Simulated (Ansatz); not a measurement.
The system is ZnCu.

```
Zn Cu
1.0
     1.48804   -2.12128    0.00000
     1.48804    2.12128    0.00000
     0.00000    0.00000    4.14075
Zn Cu
1 1
Direct
  0.50000 0.50000 0.50000
  0.00000 0.00000 0.00000
```

The cell comes from a database or a generator and needn't be the stable form of this composition.

* Program: Ansatz 0.2.0
* Task: single point
* Functional: PBE
* Potentials or basis: Ansatz PAW
* Cutoff: 420 eV (not typed: the program's choice for these potentials)
* k mesh: 11 × 11 × 7
* Occupations: fermi-dirac, width 0.05 eV
* Spin: no spin polarisation

On this cell: pressure 0.2 GPa; largest force under 0.003 eV/Å; band gap on the k mesh none (metal or under the smearing width).

The same run follows on a disturbed copy (atoms moved at random, drawn with an rms of 0.05 Å):

```xyz
2
Lattice="1.4880 -2.1213 0.0000 1.4880 2.1213 0.0000 0.0000 0.0000 4.1407" Properties=species:S:1:pos:R:3 pbc="T T T"
Zn    1.4551   -0.0038    2.0803
Cu   -0.0193   -0.0735    0.0026
```

What changes?

The energy (extrapolated to zero smearing) moves by -0.1 meV/atom; pressure 0.2 GPa; largest force 0.060 eV/Å; band gap on the k mesh none (metal or under the smearing width).

Forces in eV/Å, atoms in the order of the input:
```
Zn   0.040  0.016 -0.042
Cu  -0.040 -0.016  0.042
```

Stress tensor (GPa, compression positive):
```
 0.80  0.01 -0.01
 0.01  0.01  0.00
-0.01  0.00 -0.25
```
